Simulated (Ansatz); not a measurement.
# Cd: an axial (c/a) deformation path

The task here is to estimate one member of a computed series from the others.

Computed with Ansatz 0.2.0 (DFT PBE, scalar-relativistic, plane waves, PAW, unless a step's input says otherwise).

1 further run of the same task is left out (set aside as unsound or not needed).

## The system as given

The structure is trigonal, space group R-3m (No. 166). The conventional cell has a = 3.216 Å, b = 3.216 Å, c = 7.348 Å, α = 90.00°, β = 90.00°, γ = 120.00°. Cd (site symmetry -3m) has 12 Cd at 3.07 to 3.22 Å as nearest neighbours.

As a file:

```cif
data_structure
_symmetry_space_group_name_H-M 'R-3m:H'
_symmetry_Int_Tables_number 166
_cell_length_a 3.2161
_cell_length_b 3.2161
_cell_length_c 7.3479
_cell_angle_alpha 90.000
_cell_angle_beta 90.000
_cell_angle_gamma 120.000
_cell_volume 65.82
loop_
_atom_site_label
_atom_site_type_symbol
_atom_site_symmetry_multiplicity
_atom_site_Wyckoff_symbol
_atom_site_fract_x
_atom_site_fract_y
_atom_site_fract_z
_atom_site_occupancy
Cd1 Cd 3 a 0.00000 0.00000 0.00000 1
```

The structure comes from the Materials Project (structure only).

The first run:

The input, input.yaml:

```yaml
crystal:
  lattice:
    - [1.6080291515, 0.9283960635, 2.44928741]
    - [-1.6080291515, 0.9283960635, 2.44928741]
    - [0.0, -1.856792127, 2.44928741]
  atoms:
    - { symbol: Cd, position: [0.0, 0.0, 0.0] }
basis:
  ecutwfc: 420
kpoints:
  mp_grid: { grid: [9, 9, 9] }
hamiltonian:
  xc: pbe
scf:
  occupations: { method: gaussian, width: 0.1 }
output:
  forces: true
  stress: true
  eigenvalues: true
```

On the command line:

```sh
> ansatz run input.yaml --threads 1 --pin off --max-ram 1228MiB --backend cpu --events-out ev --progress --plain --runs-dir out
```

Steps of the session up to this table: Quick check of gap, pressure and forces; The reference: the undisturbed cell on the scan's mesh; At ρ = 0.850; ρ = 1.200; At ρ = 0.920; At ρ = 1.100; Point ρ = 0.960; ρ = 1.050; Point ρ = 0.800.

One of the session's tables, all rows but one given; the rest of the session is left out.

It belongs to the step «The scan collected». Collected from the runs (energy zero: the undisturbed cell):

```
    ρ  ΔE (meV/atom)  pressure (GPa)
0.800           77.7             5.7
0.850              ?               ?
0.920            6.4             2.9
0.960           -0.2             2.3
1.000            0.0             2.0
1.050           -0.4             1.9
1.100           -0.4             1.9
1.200            1.6             2.3
```

Estimate the missing values for ρ = 0.850.

Worked estimate for «ΔE (meV/atom)». A straight line through the neighbours (0.800, 77.7) and (0.920, 6.4) gives 77.7 + (6.4 − 77.7) × (0.850 − 0.800) / (0.920 − 0.800) = 48.0; a parabola fitted to 3 rows on both sides gives 38.6.

As computed: ΔE (meV/atom): 40.6; pressure (GPa): 4.4. In «ΔE (meV/atom)» the line misses by +7.4 and the parabola by -2.0.
